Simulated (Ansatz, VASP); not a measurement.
BN: VASP beside Ansatz

```
CELL_PARAMETERS angstrom
0.00000 1.79027 1.79027
1.79027 0.00000 1.79027
1.79027 1.79027 0.00000
ATOMIC_POSITIONS crystal
B 0.00000 0.00000 0.00000
N 0.75000 0.75000 0.75000
```

Alike in both runs: functional LDA; k mesh 12 × 12 × 12; occupations gaussian, width 0.02 eV; no spin polarisation.

Ansatz relaxed the structure, and its values are those at the end. VASP's run is a single point on that final structure, the one shown.

|  | VASP | Ansatz |
| --- | --- | --- |
| version | VASP 6.6.1 | Ansatz 0.2.0 |
| potentials or method | VASP PAW LDA potentials, release 64 (B, N) | scalar-relativistic, plane waves, PAW |
| plane-wave cutoff (eV) | 520 | 420 |
| valence electrons in the cell | 8 | 8 |

|  | VASP | Ansatz | Ansatz less VASP |
| --- | --- | --- | --- |
| gap on the k mesh at the Fermi level (eV) | 4.38 | 4.39 | +0.014 |
| least direct gap on the mesh (eV) | 8.82 | 8.83 | +0.011 |
| pressure (GPa) | 1.0 | 0.0 | -1.03 |

A k mesh can miss the band edges. A hybrid or GW would open this gap; LDA tends to underestimate it.
